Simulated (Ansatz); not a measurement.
**Pb: further runs on the relaxed cell**

An exercise on one series of results from a longer session: the logs are not shown, and one member is left open.

Program: Ansatz 0.2.0. Level of theory: DFT PBEsol, scalar-relativistic, plane waves, PAW. These are calculated values, not measurements.

1 further run of the same task is left out (set aside as unsound or not needed).

### Starting point

The structure is cubic, space group Fm-3m (No. 225). The conventional cell has a = 4.934 Å, b = 4.934 Å, c = 4.934 Å, α = 90.00°, β = 90.00°, γ = 90.00°. Pb (site symmetry m-3m) has 12 Pb at 3.49 Å as nearest neighbours.

Coordinates:

```xyz
1
Lattice="0.0000 2.4669 2.4669 2.4669 0.0000 2.4669 2.4669 2.4669 0.0000" Properties=species:S:1:pos:R:3 pbc="T T T"
Pb    0.0000    0.0000    0.0000
```

It is the result of an earlier relaxation at this level (volume 30.03 Å³/atom; gap on the mesh: none (metal)).

The first run:

input.yaml

```yaml
crystal:
  lattice:
    - [0.0, 2.4669074909, 2.4669074909]
    - [2.4669074909, 0.0, 2.4669074909]
    - [2.4669074909, 2.4669074909, 0.0]
  atoms:
    - { symbol: Pb, position: [0.0, 0.0, 0.0] }
basis:
  ecutwfc: 420
kpoints:
  mp_grid: { grid: [14, 14, 14] }
  band_path:
    path:
      - [[0.0, 0.0, 0.0], [0.5, 0.0, 0.5], [0.625, 0.25, 0.625]]
      - [[0.375, 0.375, 0.75], [0.0, 0.0, 0.0], [0.5, 0.5, 0.5], [0.5, 0.25, 0.75], [0.5, 0.0, 0.5]]
    npoints: 14
hamiltonian:
  xc: pbesol
scf:
  occupations: { method: gaussian, width: 0.1 }
  n_extra_bands: 6
output:
  forces: true
  stress: true
  eigenvalues: true
  populations: true
  dos: { projected: true, de: 0.02, nscf_kmesh: { grid: [21, 21, 21] } }
  bader: true
  write_density: true
  write_potential: true
  elf: true
  volumetric_format: npy
```

Run with:

```console
$ ansatz run input.yaml --threads 1 --pin off --max-ram 2560MiB --backend cpu --events-out ev --progress --plain --runs-dir out
```

Steps of the session up to this table: Static run: bands, density of states and charges; The cell scaled to 0.97 of its volume; Volume × 1.03; Volume × 0.94; Volume × 1.06.

One of the session's tables, all rows but one given; the rest of the session is left out.

It belongs to the step «Fit of the equation of state». 

```
volume (Å³/atom)  energy above the lowest point (meV/atom)  pressure (GPa)
          28.224                                      18.6            3.50
          29.125                                       4.4            1.61
          30.025                                       0.0            0.03
          30.926                                         ?               ?
          31.827                                      14.1           -2.37
```

**Question.** Estimate the row for volume (Å³/atom) = 30.926.

Worked estimate for «energy above the lowest point (meV/atom)». A straight line through the neighbours (30.025, 0.0) and (31.827, 14.1) gives 0.0 + (14.1 − 0.0) × (30.926 − 30.025) / (31.827 − 30.025) = 7.0; a parabola fitted to 3 rows on both sides gives 3.2.

**Answer.** energy above the lowest point (meV/atom): 3.7; pressure (GPa): -1.28. In «energy above the lowest point (meV/atom)» the line misses by +3.3 and the parabola by -0.5.
